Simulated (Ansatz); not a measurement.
By hand: surface energy of the LaAlO3(100) slab, the mean of its two faces

We look at the surface energy of the LaAlO3(100) slab, the mean of its two faces. Reaction: 2 LaAlO3 (cubic perovskite) → cell A.

A: a slab of LaAlO3 (cubic perovskite, Pm-3m) cut along (100), 10 atoms, square cell of 3.81 Å (14.5 Å²), symmetry P4mm within 0.02 Å, 5.8 Å thick under 16 Å of vacuum, in-plane vectors held at the crystal's; planes from bottom to top: (LaO | AlO2) × 2, its two faces unlike (dipole correction applied); all atoms within 0.5 Å of the crystal's sites, in a cell too small to show a reconstruction; spin state with PBE: run without spin.

Ansatz (a quantum-chemistry and plane-wave program) with PAW potentials; structures come from PBE relaxations, nuclei static, no net charge. Ansatz runs with its PAW set soft_1. Other levels take these structures. The lattices are those relaxed with PBE, so at other levels the solids can be strained, which adds to the spread. A dispersion term (D3(BJ), or D4 for r2SCAN) was computed beside these levels and is taken off wherever the name lacks it. Space groups of crystals are read within 0.01 Å. Spin-orbit coupling is left out. The ideal host is held by its symmetry; this phase can be unstable at 0 K, and cells of lower symmetry may take up part of its distortion.

Total energies of the cells in eV, at zero smearing width. They compare only within one column; the weights balance every element.

```tsv
cell	atoms	weight	r2SCAN	RPBE
A: LaAlO3(100) slab	10	+1	-17039.68396	-17031.16213
LaAlO3 (cubic perovskite)	5	−2	-8521.30393	-8516.53838
```

r2SCAN: (-17039.68396) − 2 × (-8521.30393) = 2.9239 eV; dividing by 2 × 14.532 Å² and converting at 16.022 J/m² per eV/Å² gives 1.61 J/m².

RPBE: (-17031.16213) − 2 × (-8516.53838) = 1.9146 eV; dividing by 2 × 14.532 Å² and converting at 16.022 J/m² per eV/Å² gives 1.06 J/m².
